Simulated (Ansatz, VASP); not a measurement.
# Two plane-wave programs on LiF (e600)

```
Li F
1.0
     0.00000    2.03377    2.03377
     2.03377    0.00000    2.03377
     2.03377    2.03377    0.00000
Li F
1 1
Direct
  0.00000 0.00000 0.00000
  0.50000 0.50000 0.50000
```

Alike in both runs: functional PBE; k mesh 10 × 10 × 10; occupations gaussian, width 0.02 eV; no spin polarisation.

Ansatz relaxed the structure, and its values are those at the end. VASP's run is a single point on that final structure, the one shown.

|  | VASP | Ansatz |
| --- | --- | --- |
| version | VASP 6.6.1 | Ansatz 0.2.0 |
| potentials or method | VASP PAW PBE potentials, release 64 (Li_sv, F) | scalar-relativistic, plane waves, PAW |
| plane-wave cutoff (eV) | 520 | 600 |
| valence electrons in the cell | 10 | 10 |

```tsv
	VASP	Ansatz	Ansatz less VASP
gap on the k mesh at the Fermi level (eV)	8.83	8.83	-0.003
least direct gap on the mesh (eV)	8.83	8.83	-0.003
```

The functional is the same, so the differences come from potentials, cutoffs and numerics.

 A k mesh can miss the band edges. PBE gaps usually lie below the measured ones, often by a third to a half.
